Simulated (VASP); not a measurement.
# SiC in VASP: one cell, several levels of theory

Zincblende SiC, under -4.9 % shear in the xy plane is computed at one geometry. Runs: PBE, r2SCAN. The results are then set beside those of Ansatz 0.2.0 for the same cell.

The runs shown are made with VASP 6.6.1. PAW datasets, plane waves. Calculated at 0 K for a non-magnetic cell.

## Step 1: The structure to begin with

The cell comes from an earlier relaxation with r2SCAN in another program, then strained, with the atoms relaxed again.

Space group Imm2 (No. 44), orthorhombic; a = 3.005 Å, b = 3.155 Å, c = 4.356 Å in the conventional setting, 10.33 Å³ an atom. Near Si stand 4 C at 1.87–1.91 Å; near C stand 4 Si at 1.87–1.91 Å.

Coordinates:

```cif
data_structure
_symmetry_space_group_name_H-M 'P 1'
_symmetry_Int_Tables_number 1
_cell_length_a 3.0807
_cell_length_b 3.0807
_cell_length_c 3.0052
_cell_angle_alpha 60.807
_cell_angle_beta 60.807
_cell_angle_gamma 61.608
_cell_volume 20.65
loop_
_atom_site_label
_atom_site_type_symbol
_atom_site_fract_x
_atom_site_fract_y
_atom_site_fract_z
_atom_site_occupancy
Si1 Si 0.99783 0.99783 0.00217 1
C1 C 0.25217 0.25217 0.24783 1
```

## Step 2: PBE

File INCAR:

```
ENCUT = 520.000000
SIGMA = 0.020000
EDIFF = 1.00e-07
GGA = PE
PREC = Accurate
IBRION = -1
ISIF = 2
ISMEAR = -1
NBANDS = 11
NELM = 120
NSW = 0
LASPH = .TRUE.
LCHARG = .TRUE.
LELF = .TRUE.
LWAVE = .FALSE.
LREAL = .FALSE.
```

File KPOINTS:

```
KPOINTS created by Atomic Simulation Environment
0
Gamma
10 10 10
0 0 0
```

File KPOINTS_OPT:

```
special points
6
Reciprocal
0.0000000000 0.0000000000 0.0000000000 1
-0.5000000000 -0.5000000000 0.0000000000 1
-0.3750000000 -0.3750000000 0.2500000000 1
-0.3750000000 0.0000000000 0.3750000000 1
0.0000000000 0.0000000000 0.5000000000 1
-0.5000000000 -0.2500000000 0.2500000000 1
```

File POSCAR:

```
Si C
 1.0000000000000000
    -0.0530355746750000    2.1780523476250000    2.1780523476243911
     2.1780523476250000   -0.0530355746750000    2.1780523476243911
     2.1250167730000000    2.1250167730000000    0.0000000000487826
 Si  C
   1   1
Cartesian
  0.0000000000001084  0.0000000000001084 -0.0094422626392608
  1.0625083864873919  1.0625083864873919  1.0984684364636526
```

Potentials: the recommended PBE PAW datasets, 8 valence electrons in the neutral cell.

Command:

```sh
$ mpirun -np 1 vasp_std
```

## Step 3: Single point with r2SCAN

File INCAR:

```
ENCUT = 520.000000
SIGMA = 0.010000
EDIFF = 1.00e-07
ALGO = Normal
METAGGA = R2SCAN
PREC = Accurate
IBRION = -1
ISIF = 2
ISMEAR = 0
NBANDS = 11
NELM = 120
NSW = 0
LASPH = .TRUE.
LCHARG = .FALSE.
LWAVE = .FALSE.
LREAL = .FALSE.
```

KPOINTS is that of step 2.

KPOINTS_OPT is that of step 2.

POSCAR is that of step 2.

Before running it: what results should come out? Wanted: for each run, gap; pressure; Ansatz: gap; Ansatz: pressure.

The runs gave:

```
 level  gap (eV)  pressure (GPa)  Ansatz: gap (eV)  Ansatz: pressure (GPa)
   PBE      1.00            3.87              1.00                    3.93
r2SCAN      1.35            0.23              1.34                    0.41
```

The gap spans 1.00 eV (PBE) to 1.35 eV (r2SCAN). At this one volume the pressure spans 0.2 GPa (r2SCAN) to 3.9 GPa (PBE): PBE wants the largest cell and r2SCAN the smallest. The two programs agree on the gap within 0.02 eV, far less than the spread between functionals. Datasets and cutoffs are each program's own.
